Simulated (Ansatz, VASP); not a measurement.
# Two plane-wave programs on AlNi3

```
Al Ni
1.0
     0.00000    2.76798    2.76798
     2.76798    0.00000    2.76798
     2.76798    2.76798    0.00000
Al Ni
1 3
Direct
  0.50000 0.50000 0.50000
  0.25000 0.25000 0.25000
  0.00000 0.00000 0.00000
  0.75000 0.75000 0.75000
```

Alike in both runs: functional LDA; k mesh 14 × 14 × 14; occupations gaussian, width 0.1 eV; no spin polarisation.

Ansatz relaxed the structure, and its values are those at the end. VASP's run is a single point on that final structure, the one shown.

|  | VASP | Ansatz |
| --- | --- | --- |
| version | VASP 6.6.1 | Ansatz 0.2.0 |
| potentials or method | VASP PAW LDA potentials, release 64 (Al, Ni) | scalar-relativistic, plane waves, PAW |
| plane-wave cutoff (eV) | 520 | 420 |
| valence electrons in the cell | 33 | 57 |

|  | VASP | Ansatz | Ansatz less VASP |
| --- | --- | --- | --- |
| gap on the k mesh at the Fermi level (eV) | none | none | - |
| pressure (GPa) | 0.2 | 0.0 | -0.22 |

A gap of «none» marks a metal or a gap that the smearing closes. The two sets of potentials don't hold the same shells in valence.

Spin polarisation is off, so any magnetic state and its effect on volume and gap are missing.
